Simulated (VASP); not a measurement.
# PbS (P-6m2) in VASP: a series of runs, part 2 of 2

VASP 6.6.1. Earlier steps stand in the parts before.

**3. Single point, PBE**

File INCAR:

```
SYSTEM = PbS
PREC = Accurate
ENCUT = 300
EDIFF = 1E-6
ISMEAR = 0
SIGMA = 0.05
LREAL = .FALSE.
LASPH = .TRUE.
NELM = 100
ALGO = Normal
ISIF = 2
LWAVE = .FALSE.
LCHARG = .FALSE.
GGA = PE
NBANDS = 12
ADDGRID = .FALSE.
```

File KPOINTS:

```
Automatic mesh
0
G
  6 6 5
  0 0 0
```

File POSCAR:

```
PbS
1.0
    4.0896976867      0.0000000000      0.0000000000
   -2.0448488433      3.5417820905      0.0000000000
    0.0000000000      0.0000000000      3.7881670000
Pb S
1 1
Direct
    0.0512430000     -0.0024510000     -0.0244300000
    0.6810560000      0.3414810000      0.4970830000
```

Potentials or basis: VASP PAW PBE potentials, release 64 (Pb, S).

Launch:

```
> cat potpaw_PBE.64/Pb/POTCAR potpaw_PBE.64/S/POTCAR > POTCAR
> mpirun -np 1 vasp_std > vasp.out
```

OUTCAR:

```text
SYSTEM = PbS
   PREC = Accurate
   ENCUT = 300
   EDIFF = 1E-6
   ISMEAR = 0
   LREAL = .FALSE.
   LASPH = .TRUE.
   NELM = 100
   ISIF = 2
   GGA = PE

 Found     92 irreducible k-points:

 Following reciprocal coordinates:
            Coordinates               Weight
  0.000000  0.000000  0.000000      1.000000
  0.166667  0.000000  0.000000      2.000000
  0.000000  0.166667  0.000000      2.000000
 -0.166667  0.166667  0.000000      2.000000
  0.333333 -0.000000  0.000000      2.000000
  0.000000  0.333333  0.000000      2.000000
   k-points           NKPTS =     92   k-points in BZ     NKDIM =     92   number of bands    NBANDS=     12
   number of dos      NEDOS =    301   number of ions     NIONS =      2
   total plane-waves  NPLWV =  13824
   dimension x,y,z NGX =    24 NGY =   24 NGZ =   24
   dimension x,y,z NGXF=    48 NGYF=   48 NGZF=   48
   ions per type =               1   1
   NGX,Y,Z   is equivalent  to a cutoff of   9.76,  9.76, 10.53 a.u.
   NGXF,Y,Z  is equivalent  to a cutoff of  19.51, 19.51, 21.07 a.u.
 SYSTEM =  PbS
   PREC   = accura    normal or accurate (medium, high low for compatibility)
   ISTART =      0    job   : 0-new  1-cont  2-samecut
   ICHARG =      2    charge: 1-file 2-atom 10-const
   ISPIN  =      1    spin polarized calculation?
   LNONCOLLINEAR =      F non collinear calculations
   LSORBIT =      F    spin-orbit coupling
   LASPH  =      T    aspherical Exc in radial PAW
[... 133 lines left out ...]
 k-point     6 :       0.0000    0.3333    0.0000
  band No.  band energies     occupation
      1      -8.5630      2.00000
      2      -4.0650      2.00000
      3       1.4696      2.00000
      4       2.2613      2.00000
      5       2.4422      2.00000
      6       5.7750      0.00000
      7       8.3422      0.00000
      8       8.6466      0.00000
      9       9.9492      0.00000
     10      12.8454      0.00000
     11      14.5898      0.00000
     12      14.8272      0.00000

 [... further k-points ...]

------------------------ aborting loop because EDIFF is reached ----------------------------------------

  FORCE on cell =-STRESS in cart. coord.  units (eV):
  Direction    XX          YY          ZZ          XY          YZ          ZX
  --------------------------------------------------------------------------------------
  -------------------------------------------------------------------------------------
  Total       -0.0869874     -0.0209045      0.0988116      0.0396451      0.0051123     -0.1242603
  in kB       -2.5399476     -0.6103900      2.8852017      1.1575978      0.1492739     -3.6282808
  external PRESSURE =      -0.0883786 kB  Pullay stress =       0.0000000 kB

 VOLUME and BASIS-vectors are now :
 -----------------------------------------------------------------------------
  energy-cutoff  :      300.00
  volume of cell :       54.87
      direct lattice vectors                 reciprocal lattice vectors
     4.089697687  0.000000000  0.000000000     0.244516851  0.141171870  0.000000000
    -2.044848843  3.541782090  0.000000000     0.000000000  0.282343740  0.000000000
     0.000000000  0.000000000  3.788167000     0.000000000  0.000000000  0.263979914

 POSITION                                       TOTAL-FORCE (eV/Angst)
 -----------------------------------------------------------------------------------
     -1.83027      3.53310      3.69562        -0.312233      0.060550     -0.055248
      2.08704      1.20945      1.88303         0.312233     -0.060550      0.055248
 -----------------------------------------------------------------------------------
    total drift:                               -0.000063     -0.000049     -0.000139

  FREE ENERGIE OF THE ION-ELECTRON SYSTEM (eV)
  ---------------------------------------------------
  free  energy   TOTEN  =        -8.5349272366 eV

  energy  without entropy=       -8.5344311370  energy(sigma->0) =       -8.53467919
```

Wall time 9.4 s (1 thread of Intel Xeon 6975P-C (Granite Rapids), shared host); peak memory 0.15 GiB.

These settings aren't checked as converged: the numbers below hold their error.

What came out:

* Free energy: -8.5349 eV
* Pressure: 0.0 GPa
* Largest force: 0.323 eV/Å
* Band gap on the k mesh: 0.07 eV, indirect (least direct gap 1.75 eV)

Caveat: the cutoff is under 1.25 times the usual one of these potentials, so pressure, stress and relaxed cells hold a basis-set (Pulay) error; spin-orbit coupling is left out, which as a rule narrows the gap of such compounds by several tenths of an eV; an odd mesh through Γ misses points on the zone boundary, where band edges often lie.

**4. Single point, PBE**

INCAR, as its differences from that of step 3:

```diff
@@ -2,3 +2,3 @@
 PREC = Accurate
-ENCUT = 300
+ENCUT = 600
 EDIFF = 1E-6
```

File KPOINTS:

```
Automatic mesh
0
G
  4 4 4
  0 0 0
```

File POSCAR:

```
PbS
1.0
    4.0896976867      0.0000000000      0.0000000000
   -2.0448488433      3.5417820905      0.0000000000
    0.0000000000      0.0000000000      3.7881670000
Pb S
1 1
Direct
    0.0000000000      0.0000000000      0.0000000000
    0.6666666667      0.3333333333      0.5000000000
```

Launch:

```
> cat potpaw_PBE.64/Pb/POTCAR potpaw_PBE.64/S/POTCAR > POTCAR
> mpirun -np 1 vasp_std > vasp.out
```

Wall time 7.3 s (1 thread of Intel Xeon 6975P-C (Granite Rapids), shared host); peak memory 0.2 GiB.

The run converged, but some of its settings lie outside the range that counts as converged, so its numbers aren't taken as properties of the crystal.

What came out:

* Free energy: -8.5479 eV
* Pressure: -0.3 GPa
* Band gap on the k mesh: 0.25 eV, indirect (least direct gap 0.87 eV)

Caveat: the k mesh is coarse (spacing up to 0.44 Å⁻¹), so the values aren't converged; spin-orbit coupling is left out, which as a rule narrows the gap of such compounds by several tenths of an eV.

**5. Single point, PBE**

INCAR is that of step 4.

KPOINTS is that of step 4.

File POSCAR:

```
PbS
1.0
    4.0896976867      0.0000000000      0.0000000000
   -2.0448488433      3.5417820905      0.0000000000
    0.0000000000      0.0000000000      3.7881670000
Pb S
1 1
Direct
    0.0512430000     -0.0024510000     -0.0244300000
    0.6810560000      0.3414810000      0.4970830000
```

Potentials or basis: VASP PAW PBE potentials, release 64 (Pb, S).

Launch:

```
> cat potpaw_PBE.64/Pb/POTCAR potpaw_PBE.64/S/POTCAR > POTCAR
> mpirun -np 1 vasp_std > vasp.out
```

OUTCAR:

```text
SYSTEM = PbS
   PREC = Accurate
   ENCUT = 600
   EDIFF = 1E-6
   ISMEAR = 0
   LREAL = .FALSE.
   LASPH = .TRUE.
   NELM = 100
   ISIF = 2
   GGA = PE

 Found     36 irreducible k-points:

 Following reciprocal coordinates:
            Coordinates               Weight
  0.000000  0.000000  0.000000      1.000000
  0.250000  0.000000  0.000000      2.000000
  0.000000  0.250000  0.000000      2.000000
 -0.250000  0.250000  0.000000      2.000000
  0.500000  0.000000  0.000000      1.000000
  0.000000  0.500000  0.000000      1.000000
   k-points           NKPTS =     36   k-points in BZ     NKDIM =     36   number of bands    NBANDS=     12
[... 172 lines left out ...]
  --------------------------------------------------------------------------------------
  -------------------------------------------------------------------------------------
  Total       -0.0704214     -0.0055656      0.2607371      0.0309889      0.0041146     -0.1250441
  in kB       -2.0562360     -0.1625094      7.6132710      0.9048456      0.1201437     -3.6511650
  external PRESSURE =       1.7981752 kB  Pullay stress =       0.0000000 kB

 VOLUME and BASIS-vectors are now :
 -----------------------------------------------------------------------------
  energy-cutoff  :      600.00
  volume of cell :       54.87
      direct lattice vectors                 reciprocal lattice vectors
     4.089697687  0.000000000  0.000000000     0.244516851  0.141171870  0.000000000
    -2.044848843  3.541782090  0.000000000     0.000000000  0.282343740  0.000000000
     0.000000000  0.000000000  3.788167000     0.000000000  0.000000000  0.263979914

 POSITION                                       TOTAL-FORCE (eV/Angst)
 -----------------------------------------------------------------------------------
     -1.83027      3.53310      3.69562        -0.309403      0.060946     -0.075017
      2.08704      1.20945      1.88303         0.309403     -0.060946      0.075017
 -----------------------------------------------------------------------------------
    total drift:                               -0.000042      0.000023     -0.000068

  FREE ENERGIE OF THE ION-ELECTRON SYSTEM (eV)
  ---------------------------------------------------
  free  energy   TOTEN  =        -8.5236733666 eV

  energy  without entropy=       -8.5234627063  energy(sigma->0) =       -8.52356804
```

OSZICAR:

```text
N       E                     dE             d eps       ncg     rms          rms(c)
DAV:   1     0.351791284860E+02    0.35179E+02   -0.42291E+03   864   0.753E+02
DAV:   2    -0.626871592996E+01   -0.41448E+02   -0.39296E+02  1112   0.116E+02
DAV:   3    -0.913065922842E+01   -0.28619E+01   -0.28529E+01  1104   0.312E+01
DAV:   4    -0.915910680068E+01   -0.28448E-01   -0.28443E-01  1028   0.375E+00
DAV:   5    -0.915953367406E+01   -0.42687E-03   -0.42686E-03  1144   0.469E-01    0.856E+00
DAV:   6    -0.853344378551E+01    0.62609E+00   -0.23962E+00   988   0.531E+00    0.550E+00
DAV:   7    -0.852400146036E+01    0.94423E-02   -0.21407E-01  1136   0.195E+00    0.355E+00
DAV:   8    -0.852448741944E+01   -0.48596E-03   -0.35908E-02  1012   0.898E-01    0.518E-01
DAV:   9    -0.852347053210E+01    0.10169E-02   -0.96363E-03  1048   0.350E-01    0.308E-01
DAV:  10    -0.852366636062E+01   -0.19583E-03   -0.11787E-03  1032   0.155E-01    0.351E-02
DAV:  11    -0.852366714029E+01   -0.77967E-06   -0.63523E-05  1104   0.455E-02    0.356E-02
DAV:  12    -0.852366998904E+01   -0.28488E-05   -0.82410E-06  1036   0.132E-02    0.849E-03
DAV:  13    -0.852367335019E+01   -0.33611E-05   -0.45849E-06  1080   0.118E-02    0.416E-03
DAV:  14    -0.852367336661E+01   -0.16418E-07   -0.13467E-07   708   0.180E-03
   1 F= -.85236734E+01 E0= -.85235680E+01  d E =-.210660E-03
```

stdout:

```text
POSCAR found type information on POSCAR PbS
 POSCAR found :  2 types and       2 ions
 scaLAPACK will be used
 LDA part: xc-table for (Slater+PW92), standard interpolation
 POSCAR, INCAR and KPOINTS ok, starting setup
 FFT: planning ... GRIDC
 FFT: planning ... GRID_SOFT
 FFT: planning ... GRID
 WAVECAR not read
 entering main loop
```

Run time: 14 s. Hardware: 1 thread of Intel Xeon 6975P-C (Granite Rapids), shared host; peak memory 0.21 GiB.

These settings aren't checked as converged: the numbers below hold their error.

Results:

```
Free energy            : -8.5237 eV
Pressure               : 0.2 GPa
Largest force          : 0.324 eV/Å
Band gap on the k mesh : 0.13 eV, indirect (least direct gap 0.93 eV)
```

Caveat: the k mesh is coarse (spacing up to 0.44 Å⁻¹), so the values aren't converged; spin-orbit coupling is left out, which as a rule narrows the gap of such compounds by several tenths of an eV.

**6. For comparison**

An earlier run on the cell as given: functional PBE; potentials or basis VASP PAW PBE potentials, release 64 (Pb_d, S); cutoff 520 eV; k mesh 8 × 8 × 7; occupations fermi-dirac, width 0.05 eV; no spin polarisation.

* Pressure: 0.0 GPa
* Band gap on the k mesh: 0.21 eV, indirect (least direct gap 1.65 eV)
